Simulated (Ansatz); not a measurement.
Consider a crystal of La₂O₃ in space group P4/mmm (No. 123), with La on 2f; O on 2h and 1d.

Computed with DFT PBE, scalar-relativistic, plane waves, PAW (Ansatz 0.2.0). Cutoff 420 eV, Γ-centred mesh, Gaussian smearing, no spin polarisation.

Energies over the elements count from the elements' standard structures at the same level (O₂ as a molecule), with no fitted energy shifts.

**Question.** Which cell and coordinates does it relax to?

**Answer.**

Space group P4/mmm (No. 123). a = 4.541 Å, b = 4.541 Å, c = 5.921 Å, α = 90.00°, β = 90.00°, γ = 90.00°
```
atom  site  symmetry       x       y       z
  La    2f      mmm.  0.0000  0.5000  0.0000
   O    2h       4mm  0.5000  0.5000  0.1881
   O    1d     4/mmm  0.5000  0.5000  0.5000
```

Around La lie 4 O at 2.53 Å; around O on a site of symmetry 4mm lie 1 O at 1.85 Å, 1 O at 2.23 Å and 4 La at 2.53 Å; O on a site of symmetry 4/mmm has 2 O at 1.85 Å. Another local minimum with the same sites may exist.

**Question.** And its energy and gap?

**Answer.** The energy over the elements is −0.99 eV/atom and the gap on the 8×8×6 mesh of the 5-atom cell is 0 eV (a metal).

The last run used Gaussian smearing of 0.10 eV. Symmetry constrained the relaxation, so the result can be a saddle point. Another cell of La2O3 relaxed alike, in P-3m1 (a Materials Project cell), lies 2.40 eV/atom lower, so this cell isn't the stable form at this level.
